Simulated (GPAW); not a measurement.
Runs of GPAW 26.7.0 on CuAu. The structure is trigonal, space group R-3m (No. 166). The conventional cell has a = 2.886 Å, b = 2.886 Å, c = 12.769 Å, α = 90.00°, β = 90.00°, γ = 120.00°. Au (site symmetry -3m) has 6 Cu at 2.70 Å and 6 Au at 2.89 Å as nearest neighbours. Cu (site symmetry -3m) is surrounded by 6 Au at 2.70 Å and 6 Cu at 2.89 Å. The cell comes from a database or a generator and needn't be the stable form of this composition.

| task | level | potentials or basis | k mesh | cutoff (eV) | ranks | eta | response ecut | scissors | kernel | mesh quality | gap on the mesh (eV) | pressure (GPa) |
| --- | --- | --- | --- | --- | --- | --- | --- | --- | --- | --- | --- | --- |
| optical spectrum | LDA | the program's PAW data sets (release 1.2.1) made for this functional, pw | 9 × 9 × 9 | 400 | - | 0.1 eV | 50 eV | 0 eV | RPA | not flagged | none | - |
| band structure | LDA | the program's PAW data sets (release 1.2.1) made for this functional, pw | 7 × 7 × 7 | 600 | - | - | - | - | - | coarse | - | -11.1 |
| single point | PBEsol | PAW data sets generated in the run's folder for this functional, pw | 11 × 11 × 11 | 600 | - | - | - | - | - | not flagged | none | (a) |
| band structure | PBEsol | PAW data sets generated in the run's folder for this functional, pw | 7 × 7 × 7 | 600 | - | - | - | - | - | coarse | - | -6.3 |

Alike in all rows: no spin polarisation; cell as given; smearing fermi-dirac 0.05 eV.

**Question.** Estimate the missing entries.

**Answer.** (a) -6.0.

Caveats: some runs use coarse meshes; with these Cu and Au data sets, volumes or pressures lay over 1.5 % or 2 GPa off other programs in two to four cells of ten (some runs); the intraband term hangs on this k mesh (some runs); the long-wavelength limit can be off by several per cent where d states take part (some runs).

A k mesh can miss the band edges, and the runs leave out spin-orbit coupling on Au.

A gap of «none» marks a metal or a gap under the smearing width.

Not every run made on this cell is shown here.
